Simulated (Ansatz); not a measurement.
**KNbO3: excitons and shallow donors from band masses and screening**

Theory: DFT PBE, scalar-relativistic, plane waves, PAW in Ansatz.

Plane waves to 420 eV, a k mesh through Γ of 8×8×8 on the computed 5-atom cell and Gaussian smearing (0.02 eV); no spin polarisation.

Relaxed cell: Pm-3m, a = 4.026 Å, b = 4.026 Å, c = 4.026 Å, α = 90.00°, β = 90.00°, γ = 90.00°, 5 atoms in the primitive cell. Whether it is the stable form of this composition wasn't checked.

The calculation gives a Kohn–Sham gap of 1.53 eV, an electron mass of 0.396 mₑ and a hole mass of 1.52 mₑ (harmonic means over x, y, z and over the bands degenerate at each edge), and ε∞ = 6.59 (independent particles, mean of the diagonal).

Q: Estimate the binding energy and radius of a Wannier–Mott exciton and of a shallow donor, and say whether the hydrogenic model can hold.

A: The reduced mass is μ = mₙmₕ/(mₙ + mₕ) = 0.315 mₑ, with mₙ and mₕ the band masses. With E_b = 13.606 eV × μ/ε² and a = 0.529 Å × ε/μ (μ in mₑ) the exciton has E_b = 99 meV and a = 11.1 Å. For a donor μ is the electron mass: 124 meV and 8.8 Å. The radius isn't large against the shortest lattice vector (4.03 Å), so the continuum picture is doubtful and the numbers are only a scale. In a polar crystal the ions screen too, so a state bound more weakly than an optical phonon feels the larger static constant, which lowers the energy and widens the orbit. The other way, the small Kohn–Sham gap and the missing local fields make ε∞ too large and the masses tend to be too light, which underbinds. The edges lie at different points of the zone, so the exciton is indirect.

Symmetry holds off the tilts and polar distortions that many cubic perovskites undergo.

Cost: 4 runs of about 1.9 core-minutes in all, on Arm Neoverse V1 (shared hosts).